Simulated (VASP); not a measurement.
# MoS2 in VASP: settings compared, part 3 of 4

VASP 6.6.1.

## (4) Band structure, r2SCAN

Contents of INCAR:

```
PREC = Accurate
ENCUT = 520
EDIFF = 1E-6
ISMEAR = 0
SIGMA = 0.03
LREAL = F
LASPH = T
NELM = 120
ALGO = All
ISIF = 2
LWAVE = F
LCHARG = F
LMAXMIX = 4
LDIPOL = T
IDIPOL = 3
DIPOL = 0.5 0.5 0.500
METAGGA = R2SCAN
LMIXTAU = T
NBANDS = 35
LVHAR = T
LVACPOTAV = T
AMIN = 0.01
KPAR = 4
```

Contents of KPOINTS:

```
Automatic mesh
0
Gamma
  12 12 1
```

Contents of POSCAR:

```
MoS2                                    
1.0
    3.1511592275      0.0000000000      0.0000000000
   -1.5755796138      2.7289839378      0.0000000000
    0.0000000000      0.0000000000     27.2922960000
  S               Mo            
     4     2
Direct
     0.3333333300000021    0.6666666699999979    0.3316016050241459
     0.3333333300000021    0.6666666699999979    0.4463726783344559
     0.6666666699999979    0.3333333300000021    0.5536273216655441
     0.6666666699999979    0.3333333300000021    0.6683983949758541
     0.6666666699999979    0.3333333300000021    0.3890116340685439
     0.3333333300000021    0.6666666699999979    0.6109883659314560
```

Contents of KPOINTS_OPT:

```
explicit points
67
Reciprocal
 0.0000000000  0.0000000000  0.0000000000 1
 0.0357142900  0.0000000000  0.0000000000 1
 0.0714285700  0.0000000000  0.0000000000 1
 0.1071428600  0.0000000000  0.0000000000 1
 0.1428571400  0.0000000000  0.0000000000 1
 0.1785714300  0.0000000000  0.0000000000 1
 0.2142857100  0.0000000000  0.0000000000 1
 0.2500000000  0.0000000000  0.0000000000 1
 0.2857142900  0.0000000000  0.0000000000 1
 0.3214285700  0.0000000000  0.0000000000 1
 0.3571428600  0.0000000000  0.0000000000 1
 0.3928571400  0.0000000000  0.0000000000 1
 0.4285714300  0.0000000000  0.0000000000 1
 0.4642857100  0.0000000000  0.0000000000 1
 0.5000000000  0.0000000000  0.0000000000 1
 0.4791666700  0.0416666700  0.0000000000 1
 0.4583333300  0.0833333300  0.0000000000 1
 0.4375000000  0.1250000000  0.0000000000 1
 0.4166666700  0.1666666700  0.0000000000 1
 0.3958333300  0.2083333300  0.0000000000 1
 0.3750000000  0.2500000000  0.0000000000 1
 0.3541666700  0.2916666700  0.0000000000 1
 0.3333333300  0.3333333300  0.0000000000 1
 0.3137254900  0.3137254900  0.0000000000 1
 0.2941176500  0.2941176500  0.0000000000 1
 0.2745098000  0.2745098000  0.0000000000 1
 0.2549019600  0.2549019600  0.0000000000 1
 0.2352941200  0.2352941200  0.0000000000 1
 0.2156862700  0.2156862700  0.0000000000 1
 0.1960784300  0.1960784300  0.0000000000 1
 0.1764705900  0.1764705900  0.0000000000 1
 0.1568627500  0.1568627500  0.0000000000 1
 0.1372549000  0.1372549000  0.0000000000 1
 0.1176470600  0.1176470600  0.0000000000 1
 0.0980392200  0.0980392200  0.0000000000 1
 0.0784313700  0.0784313700  0.0000000000 1
 0.0588235300  0.0588235300  0.0000000000 1
 0.0392156900  0.0392156900  0.0000000000 1
 0.0196078400  0.0196078400  0.0000000000 1
 0.0000000000  0.0000000000  0.0000000000 1
 0.0000000000  0.0000000000  0.0000000000 1
 0.0060523400 -0.0030261700  0.0000000000 1
-0.0060523400  0.0030261700  0.0000000000 1
 0.0176526700 -0.0088263400  0.0000000000 1
-0.0176526700  0.0088263400  0.0000000000 1
 0.0000000000  0.0052414800  0.0000000000 1
-0.0000000000 -0.0052414800  0.0000000000 1
 0.0000000000  0.0152876600  0.0000000000 1
-0.0000000000 -0.0152876600  0.0000000000 1
 0.5000000000  0.0000000000  0.0000000000 1
 0.5060523400 -0.0030261700  0.0000000000 1
 0.4939476600  0.0030261700  0.0000000000 1
 0.5176526700 -0.0088263400  0.0000000000 1
 0.4823473300  0.0088263400  0.0000000000 1
 0.5000000000  0.0052414800  0.0000000000 1
 0.5000000000 -0.0052414800  0.0000000000 1
 0.5000000000  0.0152876600  0.0000000000 1
 0.5000000000 -0.0152876600  0.0000000000 1
 0.3333333300  0.3333333300  0.0000000000 1
 0.3393856700  0.3303071600  0.0000000000 1
 0.3272809900  0.3363595000  0.0000000000 1
 0.3509860000  0.3245069900  0.0000000000 1
 0.3156806600  0.3421596700  0.0000000000 1
 0.3333333300  0.3385748100  0.0000000000 1
 0.3333333300  0.3280918500  0.0000000000 1
 0.3333333300  0.3486209900  0.0000000000 1
 0.3333333300  0.3180456700  0.0000000000 1
```

Potentials or basis: VASP PAW PBE potentials, release 64 (S, Mo_sv).

On the command line:

```
> cat potpaw_PBE.64/S/POTCAR potpaw_PBE.64/Mo_sv/POTCAR > POTCAR
> mpirun -np 4 vasp_std > vasp.out
```

OUTCAR:

```text
PREC = Accurate
   ENCUT = 520
   EDIFF = 1E-6
   ISMEAR = 0
   LREAL = F
   LASPH = T
   NELM = 120
   ISIF = 2
   METAGGA = R2SCAN

 ion  position               nearest neighbor table
   1  0.333  0.667  0.332-   5 2.40   5 2.40   5 2.40
   2  0.333  0.667  0.446-   5 2.40   5 2.40   5 2.40
   3  0.667  0.333  0.554-   6 2.40   6 2.40   6 2.40
   4  0.667  0.333  0.668-   6 2.40   6 2.40   6 2.40
   5  0.667  0.333  0.389-   2 2.40   2 2.40   2 2.40   1 2.40   1 2.40   1 2.40
   6  0.333  0.667  0.611-   3 2.40   3 2.40   3 2.40   4 2.40   4 2.40   4 2.40

  LATTYP: Found a hexagonal cell.
 ALAT       =     3.1511592275
 C/A-ratio  =     8.6610336164

  Lattice vectors:

 A1 = (   3.1511592275,   0.0000000000,   0.0000000000)
 A2 = (  -1.5755796138,   2.7289839378,   0.0000000000)
 A3 = (   0.0000000000,   0.0000000000,  27.2922960000)

Analysis of symmetry for initial positions (statically):
=====================================================================
 Subroutine PRICEL returns:
 Original cell was already a primitive cell.

 Routine SETGRP: Setting up the symmetry group for a
 hexagonal supercell.

 Subroutine GETGRP returns: Found 12 space group operations
 (whereof 12 operations were pure point group operations)
 out of a pool of 24 trial point group operations.

The static configuration has the point symmetry D_3d.

Analysis of symmetry for dynamics (positions and initial velocities):
=====================================================================
 Subroutine PRICEL returns:
 Original cell was already a primitive cell.

 Routine SETGRP: Setting up the symmetry group for a
 hexagonal supercell.

 Subroutine GETGRP returns: Found 12 space group operations
 (whereof 12 operations were pure point group operations)
 out of a pool of 24 trial point group operations.

The dynamic configuration has the point symmetry D_3d.

 Subroutine INISYM returns: Found 12 space group operations
 (whereof 12 operations are pure point group operations),
 and found     1 'primitive' translations

----------------------------------------------------------------------------------------

                                     Primitive cell

  volume of cell :     234.6991

  direct lattice vectors                    reciprocal lattice vectors
     3.151159227  0.000000000  0.000000000     0.317343532  0.183218374  0.000000000
    -1.575579614  2.728983938  0.000000000     0.000000000  0.366436748  0.000000000
     0.000000000  0.000000000 27.292296000     0.000000000  0.000000000  0.036640376

  length of vectors
     3.151159227  3.151159224 27.292296000     0.366436748  0.366436748  0.036640376

  position of ions in fractional coordinates (direct lattice)
     0.333333330  0.666666670  0.331601605
     0.333333330  0.666666670  0.446372678
     0.666666670  0.333333330  0.553627322
     0.666666670  0.333333330  0.668398395
     0.666666670  0.333333330  0.389011634
     0.333333330  0.666666670  0.610988366

  ion indices of the primitive-cell ions
   primitive index   ion index
[... 40 lines left out ...]
  0.416667 -0.000000  0.000000      6.000000
[... 11 lines left out ...]
  0.333333  0.250000  0.000000     12.000000
  0.333333  0.333333  0.000000      2.000000
   k-points           NKPTS =     19   k-points in BZ     NKDIM =     19   number of bands    NBANDS=     35
   number of dos      NEDOS =    301   number of ions     NIONS =      6
   total plane-waves  NPLWV = 120960
   dimension x,y,z NGX =    24 NGY =   24 NGZ =  210
   dimension x,y,z NGXF=    48 NGYF=   48 NGZF=  420
   ions per type =               4   2
   NGX,Y,Z   is equivalent  to a cutoff of  12.66, 12.66, 12.79 a.u.
   NGXF,Y,Z  is equivalent  to a cutoff of  25.32, 25.32, 25.58 a.u.
 SYSTEM =  unknown system
   PREC   = accura    normal or accurate (medium, high low for compatibility)
   ISTART =      0    job   : 0-new  1-cont  2-samecut
   ICHARG =      2    charge: 1-file 2-atom 10-const
   ISPIN  =      1    spin polarized calculation?
   LNONCOLLINEAR =      F non collinear calculations
   LSORBIT =      F    spin-orbit coupling
   LASPH  =      T    aspherical Exc in radial PAW
   ENCUT  =  520.0 eV  38.22 Ry    6.18 a.u.   5.86  5.86 50.75*2*pi/ulx,y,z
   NELM   =    120;   NELMIN=  2; NELMDL= -5     # of ELM steps
   EDIFF  = 0.1E-05   stopping-criterion for ELM
   LREAL  =      F    real-space projection
   EDIFFG = 0.1E-04   stopping-criterion for IOM
   NSW    =      0    number of steps for IOM
   IBRION =     -1    ionic relax: 0-MD 1-quasi-New 2-CG
   NFREE  =      0    steps in history (QN), initial steepest desc. (CG)
   ISIF   =      2    stress and relaxation
   ISYM   =      2    0-nonsym 1-usesym 2-fastsym
   POTIM  = 0.5000    time-step for ionic-motion
   TEBEG  =    0.0;   TEEND  =   0.0 temperature during run
   PSTRESS=    0.0 pullay stress
   NELECT =      52.0000    total number of electrons
   NUPDOWN=      -1.0000    fix difference up-down
   EMIN   =  10.00;   EMAX   =-10.00  energy-range for DOS
   EFERMI =   0.00;   METHOD = LEGACY
   ISMEAR =     0;   SIGMA  =   0.03  broadening in eV -4-tet -1-fermi 0-gaus
   EFERMI_NEDOS =   21; number of points for ismear=-14 and -15
   IALGO  =     58    algorithm
   IMIX   =      4    mixing-type and parameters
     AMIX     =   0.40;   BMIX     =  1.00
     AMIX_MAG =   1.60;   BMIX_MAG =  1.00
  volume/ion in A,a.u.               =      39.12       263.97
  Fermi-wavevector in a.u.,A,eV,Ry     =   0.990616  1.871993 13.351679  0.981321
  Thomas-Fermi vector in A             =   2.122299
   LORBIT       =      0    0 simple, 1 ext, 2 COOP (PROOUT), +10 PAW based schemes
   METAGGA = R2SCAN    functional components
   LHFCALC =     F    Hartree Fock is set to
   AEXX    =    0.0000 exact exchange contribution
   IVDW    =     0    specifies the selected vdW correction
   LEPSILON=     F    determine dielectric tensor
   LRPA    =     F    only Hartree local field effects (RPA)
 non-spin polarized calculation
 Gauss-broadening in eV      SIGMA  =   0.03
  energy-cutoff  :      520.00
  volume of cell :      234.70
 maximum number of plane-waves:      6362
 NGX is ok and might be reduce to    24
   NGX = 11   NGY = 11   NGZ =101

 dipolmoment           0.000000      0.000000      0.000000 electrons x Angstroem

 number of electron      51.9999998 magnetization

 dipolmoment           0.000000      0.000000     -0.000000 electrons x Angstroem

 Free energy of the ion-electron system (eV)
  ---------------------------------------------------
  ext. energy  EPLUGINS =         0.00000000
  ---------------------------------------------------
  free energy    TOTEN  =       -89.98611950 eV

  energy without entropy =      -89.98611950  energy(sigma->0) =      -89.98611950

 E-fermi :   0.5502     XC(G=0):  -5.4526

 val. band max:        0.2437847752   @ k =   0.0000   0.0000   0.0000
 cond. band min:       1.5907821274   @ k =   0.1667   0.1667   0.0000
 fundamental gap:      1.3469973523
 Fermi energy:         0.5502011670

 k-point     1 :       0.0000    0.0000    0.0000
  band No.  band energies     occupation
      1     -63.0389      2.00000
      2     -63.0389      2.00000
      3     -36.4730      2.00000
      4     -36.4729      2.00000
      5     -36.2226      2.00000
      6     -36.2226      2.00000
[... 711 lines left out ...]
     34       5.0466      0.00000
     35       7.0202      0.00000

------------------------ aborting loop because EDIFF is reached ----------------------------------------

 vacuum level on the upper side and lower side of the slab       (xc-potential included)        -0.014        -0.014

  FORCE on cell =-STRESS in cart. coord.  units (eV):
  Direction    XX          YY          ZZ          XY          YZ          ZX
  --------------------------------------------------------------------------------------
  -------------------------------------------------------------------------------------
  Total        2.0661526      2.0661525      0.3151180     -0.0000000      0.0000000     -0.0000000
  in kB       14.1046257     14.1046257      2.1511587     -0.0000000      0.0000000     -0.0000000
  external PRESSURE =      10.1201367 kB  Pullay stress =       0.0000000 kB

 VOLUME and BASIS-vectors are now :
 -----------------------------------------------------------------------------
  energy-cutoff  :      520.00
  volume of cell :      234.70
      direct lattice vectors                 reciprocal lattice vectors
     3.151159227  0.000000000  0.000000000     0.317343532  0.183218374  0.000000000
    -1.575579614  2.728983938  0.000000000     0.000000000  0.366436748  0.000000000
     0.000000000  0.000000000 27.292296000     0.000000000  0.000000000  0.036640376

 POSITION                                       TOTAL-FORCE (eV/Angst)
 -----------------------------------------------------------------------------------
     -0.00000      1.81932      9.05017         0.000000      0.000000      0.071387
     -0.00000      1.81932     12.18254        -0.000000     -0.000000     -0.192853
      1.57558      0.90966     15.10976        -0.000000      0.000000      0.192853
      1.57558      0.90966     18.24213        -0.000000      0.000000     -0.071387
      1.57558      0.90966     10.61702        -0.000000      0.000000     -0.080523
     -0.00000      1.81932     16.67528         0.000000     -0.000000      0.080523
 -----------------------------------------------------------------------------------
    total drift:                               -0.000000      0.000000     -0.000000

  FREE ENERGIE OF THE ION-ELECTRON SYSTEM (eV)
  ---------------------------------------------------
  free  energy   TOTEN  =       -89.9861195010 eV

  energy  without entropy=      -89.9861195010  energy(sigma->0) =      -89.98611950

 vacuum level on the upper side and lower side of the slab         5.842         5.842
```

It took 4.9 min on 4 MPI ranks of Intel Xeon 6975P-C (Granite Rapids), shared host; peak memory 0.57 GiB.

Results:

- Free energy: -89.9861 eV
- Largest force: 0.193 eV/Å
- Band gap on the k mesh: 1.35 eV, indirect (least direct gap 1.86 eV)
- Band gap along the path: 1.34 eV, indirect (least direct gap 1.86 eV)
- Ionisation potential of the upper face: 5.60 eV

Forces on the atoms (eV/Å):
```
S    0.000  0.000  0.071
S    0.000  0.000 -0.193
S    0.000  0.000  0.193
S    0.000  0.000 -0.071
Mo   0.000  0.000 -0.081
Mo   0.000  0.000  0.081
```

Levels at points of the mesh, in eV from the valence-band top:
```csv
k point,band 23,band 24,band 25,band 26,band 27,band 28,band 29,band 30
"(0.00, 0.00, 0.00)",-2.06,-1.90,-0.77,0.00,2.48,2.48,2.51,2.51
"(0.50, 0.00, 0.00)",-1.60,-1.47,-1.23,-1.16,1.98,2.01,2.43,2.59
```

Caveat: the PAW data sets were made with another functional, which shifts forces and pressure a little. r2SCAN opens gaps a little over a GGA but as a rule still falls short of measured ones.

(Part 3 of 4 ends here.)
